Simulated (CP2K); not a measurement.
Crystal: Ru.

```
Ru
1.0
     2.70580    0.00000    0.00000
    -1.35290    2.34329    0.00000
     0.00000    0.00000    4.28190
Ru
2
Direct
  0.66667 0.33333 0.75000
  0.33333 0.66667 0.25000
```

Program: CP2K 2026.2. Alike in all runs: task band structure; no spin polarisation; cell as given; k mesh 11 × 11 × 6.

Problem. Order these runs on this cell by their pressure, lowest first.
A. level r2SCAN; potentials or basis POTENTIAL_UZH Ru GTH-SCAN-q16; TZVP-MOLOPT-SCAN-GTH basis; smearing fermi-dirac 0.0259 eV; EPS_DEFAULT 1.0E-9; basis sets Ru TZVP-MOLOPT-SCAN-GTH-q16; potentials Ru GTH-SCAN-q16 of POTENTIAL_UZH; points a segment of the path (NPOINTS) 10; bands added on the path 2
B. level LDA; potentials or basis GTH_POTENTIALS Ru GTH-PADE-q16; TZVP-MOLOPT-PBE-GTH basis; smearing fermi-dirac 0.0259 eV; EPS_DEFAULT 1.0E-10; basis sets Ru TZVP-MOLOPT-PBE-GTH-q16; potentials Ru GTH-PADE-q16 of GTH_POTENTIALS; points a segment of the path (NPOINTS) 6; bands added on the path 2
C. level PBEsol; potentials or basis POTENTIAL_UZH Ru GTH-PBE-q16; TZVP-MOLOPT-PBE-GTH basis; smearing fermi-dirac 0.05 eV; EPS_DEFAULT 1.0E-9; basis sets Ru TZVP-MOLOPT-PBE-GTH-q16; potentials Ru GTH-PBE-q16 of POTENTIAL_UZH; points a segment of the path (NPOINTS) 8; bands added on the path 4

Solution. B (-8.0 GPa), C (-2.8 GPa), A (15.2 GPa).

Caveats: the basis of atomic orbitals isn't converged, which shifts pressures, moduli and gaps; so large a pressure means that the cell lies far from this level's equilibrium, or that cutoff or potentials fall short (some runs); the potentials were made for another functional, which shifts forces and pressure (some runs).

Runs at the PBE level aren't shown here.
